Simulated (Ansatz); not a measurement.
## KZnF3 under changes of volume

One of the cells (13.286 Å³/atom); the others are scaled copies at fixed shape and fractional positions:

```
CELL_PARAMETERS angstrom
4.05000 0.00000 0.00000
0.00000 4.05000 0.00000
0.00000 0.00000 4.05000
ATOMIC_POSITIONS crystal
Zn 0.50000 0.50000 0.50000
K 0.00000 0.00000 0.00000
F 0.50000 0.00000 0.50000
F 0.00000 0.50000 0.50000
F 0.50000 0.50000 0.00000
```

* Program: Ansatz 0.2.0
* Functional: PBE
* Potentials or basis: Ansatz PAW
* Cutoff: 420 eV (not typed: the program's choice for these potentials)
* k mesh: 7 × 7 × 7
* Occupations: fermi-dirac, width 0.05 eV
* Spin: no spin polarisation

```tsv
volume (Å³/atom)	energy over the lowest point (meV/atom)	pressure (GPa)	gap on the mesh (eV)
12.489	48.25	11.0	4.15
12.755	32.07	8.6	4.09
13.020	?	?	?
13.286	10.54	4.6	3.97
13.552	4.34	2.8	3.92
13.817	1.03	1.3	3.86
14.083	0.00	-0.1	3.81
```

Task: What does the run at 13.020 Å³/atom give?

Result: Energy over the lowest point 19.57 meV/atom; pressure 6.5 GPa; gap on the mesh 4.03 eV.

Worked out: A Birch-Murnaghan fit of order 3 (a polynomial in V^(-2/3)) to the other rows has its minimum at 14.06 Å³/atom with B0 = V·E''(V) = 71 GPa and B' = 4.5. It gives 19.65 meV/atom at 13.020 Å³/atom, against the run's 19.57, and -dE/dV = 6.5 GPa, against 6.5. A straight line through the other rows of the gap, of slope -2.84 eV per unit of ln V, gives 4.03 eV, against the run's 4.03.

Energies are extrapolated to zero smearing.

Caveats: odd divisions of the mesh miss points on the zone boundary, where band edges often lie, so the gap on the mesh can be too wide.

A mesh can miss the band edges.
